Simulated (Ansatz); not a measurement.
# Cu2O (Cuprite): the cost of one run

Computed with the Python package of Ansatz 0.2.0. Level of theory: DFT revPBE, plane waves, PAW.

The COD entry's cell or inner coordinates are ideal or old and differ from later refinements, so a difference from it is no clean test against experiment.

## Step 1: The structure

Symmetry: Pn-3m, No. 224, cubic system. The conventional cell has a = 4.260 Å, b = 4.260 Å, c = 4.260 Å, α = 90.00°, β = 90.00°, γ = 90.00°. Cu (site symmetry -3m) is surrounded by 2 O at 1.84 Å. Around O (site symmetry -43m) lie 4 Cu at 1.84 Å.

Input file POSCAR_cu2o:

```text
Cu2O
1.0
   4.26000000    0.00000000    0.00000000
   0.00000000    4.26000000    0.00000000
   0.00000000    0.00000000    4.26000000
Cu O
4 2
Direct
   0.25000000    0.25000000    0.25000000
   0.25000000    0.75000000    0.75000000
   0.75000000    0.75000000    0.25000000
   0.75000000    0.25000000    0.75000000
   0.00000000    0.00000000    0.00000000
   0.50000000    0.50000000    0.50000000
```

## Step 2: Script

The input, elastic_cu2o.py:

```python
import warnings

import ansatz
from ase.io import read
import numpy as np

warnings.simplefilter('ignore', ansatz.DeckWarning)

atoms = read('POSCAR_cu2o', format='vasp')
structure = ansatz.Crystal.from_ase(atoms)

calc = (
    structure.calculation()
    .scf(tolerance=1e-05, extra_bands=8, lower_state_search='light', algorithm='density_mixing')
    .functional('revpbe')
    .occupations('Fixed')
    .accuracy('low')
    .kpoints(6, 6, 6)
)
done = calc.elastic('clamped-ion', amplitude=0.005).run()
elastic = done.elastic

C = np.asarray(elastic.c_gpa)
for i in range(6):
    for j in range(i, 6):
        if abs(C[i, j]) > 0.05:
            print(f'C{i + 1}{j + 1} = {C[i, j]:.1f} GPa')
print('smallest eigenvalue of C:', round(elastic.stability.min_eigenvalue_gpa, 1), 'GPa; tensor positive definite:', elastic.stability.min_eigenvalue_gpa > 0)
if elastic.stability.min_eigenvalue_gpa > 0:
    m = elastic.moduli
    anisotropy = 5 * m.g_voigt_gpa / m.g_reuss_gpa + m.k_voigt_gpa / m.k_reuss_gpa - 6
    print(f'Voigt K {m.k_voigt_gpa:.1f} G {m.g_voigt_gpa:.1f}; Reuss K {m.k_reuss_gpa:.1f} G {m.g_reuss_gpa:.1f}; universal anisotropy index {anisotropy:.3f}')
```

## Step 3: Launch

On the command line:

```console
$ python elastic_cu2o.py
```

What time and memory should one allow on 1 thread of Arm Neoverse N1, shared host?

About 2.4 min, with a peak of 0.63 GiB.
